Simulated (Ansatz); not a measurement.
# Mercury, alpha-Hg (rhombohedral) under LDA: testing the k-point mesh

A convergence test of the k-point mesh. The geometry was relaxed under LDA beforehand and stays fixed; 8 values are run, from 2×2×2 to 17×17×17. Wanted are the values from which on the energy stays within 10 and 1 meV/atom, and the pressure within 0.5 GPa, of the last run. Within the series other settings stay, but some runs also write fields, which adds to their time. Spin polarisation is left out.

Computed with Ansatz 0.2.0 (DFT LDA, plane waves with PAW, scalar-relativistic, unless a step says otherwise).

## (1) The system as given

Symmetry: R-3m, No. 166, trigonal system. The conventional cell has a = 3.493 Å, b = 3.493 Å, c = 6.444 Å, α = 90.00°, β = 90.00°, γ = 120.00°. Hg (site symmetry -3m) is surrounded by 6 Hg at 2.95 Å.

As a file:

```cif
data_structure
_symmetry_space_group_name_H-M 'P 1'
_symmetry_Int_Tables_number 1
_cell_length_a 2.9461
_cell_length_b 2.9461
_cell_length_c 2.9461
_cell_angle_alpha 72.705
_cell_angle_beta 72.705
_cell_angle_gamma 72.705
_cell_volume 22.69
loop_
_atom_site_label
_atom_site_type_symbol
_atom_site_fract_x
_atom_site_fract_y
_atom_site_fract_z
_atom_site_occupancy
Hg1 Hg 0.00000 0.00000 0.00000 1
```

## (2) Run at 2×2×2

The run at 2×2×2.

Contents of input.yaml:

```yaml
crystal:
  lattice:
    - [1.7463233735, 1.0082402698, 2.1478810803]
    - [-1.7463233735, 1.0082402698, 2.1478810803]
    - [0.0, -2.0164805396, 2.1478810803]
  atoms:
    - { symbol: Hg, position: [0.0, 1.0, 0.0] }
hamiltonian:
  xc: lda
  pseudopotentials:
    kind: paw
    azcp:
      Hg: "pseudopotentials/Hg.paw.azcp"
basis:
  ecutwfc: 420
  fft_grid_basis: typed
kpoints:
  mp_grid: { grid: [2, 2, 2], shift: [0, 0, 0] }
magnetization:
  spin_polarized: false
scf:
  occupations: { method: fermi_dirac, width: 0.1 }
  lower_state_search: "off"
output:
  stress: true
  write_density: true
  write_potential: true
  elf: true
  volumetric_format: npy
```

Command:

```sh
> ansatz run input.yaml --threads 2 --pin off --max-ram 5120MiB --backend cpu --events-out ev --progress --plain --runs-dir out
```

## (3) Run at 3×3×3

The run at 3×3×3.

Edit input.yaml of step 2 so:

```diff
@@ -17,3 +17,3 @@
 kpoints:
-  mp_grid: { grid: [2, 2, 2], shift: [0, 0, 0] }
+  mp_grid: { grid: [3, 3, 3], shift: [0, 0, 0] }
 magnetization:
@@ -25,5 +25 @@
   stress: true
-  write_density: true
-  write_potential: true
-  elf: true
-  volumetric_format: npy
```

## (4) Run at 4×4×4

The run at 4×4×4.

Edit input.yaml of step 3 so:

```diff
@@ -17,3 +17,3 @@
 kpoints:
-  mp_grid: { grid: [3, 3, 3], shift: [0, 0, 0] }
+  mp_grid: { grid: [4, 4, 4], shift: [0, 0, 0] }
 magnetization:
```

## (5) Run at 6×6×6

The run at 6×6×6.

Edit input.yaml of step 4 so:

```diff
@@ -17,3 +17,3 @@
 kpoints:
-  mp_grid: { grid: [4, 4, 4], shift: [0, 0, 0] }
+  mp_grid: { grid: [6, 6, 6], shift: [0, 0, 0] }
 magnetization:
```

## (6) Run at 7×7×7

The run at 7×7×7.

Edit input.yaml of step 5 so:

```diff
@@ -17,3 +17,3 @@
 kpoints:
-  mp_grid: { grid: [6, 6, 6], shift: [0, 0, 0] }
+  mp_grid: { grid: [7, 7, 7], shift: [0, 0, 0] }
 magnetization:
```

## (7) Run at 9×9×9

The run at 9×9×9.

Edit input.yaml of step 6 so:

```diff
@@ -17,3 +17,3 @@
 kpoints:
-  mp_grid: { grid: [7, 7, 7], shift: [0, 0, 0] }
+  mp_grid: { grid: [9, 9, 9], shift: [0, 0, 0] }
 magnetization:
```

## (8) Run at 12×12×12

The run at 12×12×12.

Edit input.yaml of step 7 so:

```diff
@@ -17,3 +17,3 @@
 kpoints:
-  mp_grid: { grid: [9, 9, 9], shift: [0, 0, 0] }
+  mp_grid: { grid: [12, 12, 12], shift: [0, 0, 0] }
 magnetization:
@@ -25 +25,5 @@
   stress: true
+  write_density: true
+  write_potential: true
+  elf: true
+  volumetric_format: npy
```

## (9) Run at 17×17×17

The run at 17×17×17.

Edit input.yaml of step 8 so:

```diff
@@ -17,3 +17,3 @@
 kpoints:
-  mp_grid: { grid: [12, 12, 12], shift: [0, 0, 0] }
+  mp_grid: { grid: [17, 17, 17], shift: [0, 0, 0] }
 magnetization:
```

(Steps that only read results are left out.)

Q: Predict the outcome of this session. Wanted: pressure at 17×17×17.

The runs gave:

```
                                           quantity                        value
      E(σ → 0) stays within 10 meV/atom of 17×17×17                from 9×9×9 on
                   E(σ → 0) stays within 1 meV/atom  not reached before 17×17×17
                      pressure stays within 0.5 GPa                from 9×9×9 on
                               pressure at 17×17×17                    -0.04 GPa
                    CPU time, dearest over cheapest                           21
energy of a separate run on a finer mesh (19×19×19)  -0.5 meV/atom from 17×17×17
```

**Reading.** At 2×2×2 the energy differs by +1909 meV/atom and the pressure by +9.9 GPa. The error changes sign along the series: k-point sums are not variational. The energy has not settled to 1 meV/atom before the last mesh. A Fermi surface needs many points. A run on a finer mesh agrees with the yardstick to 1 meV/atom.
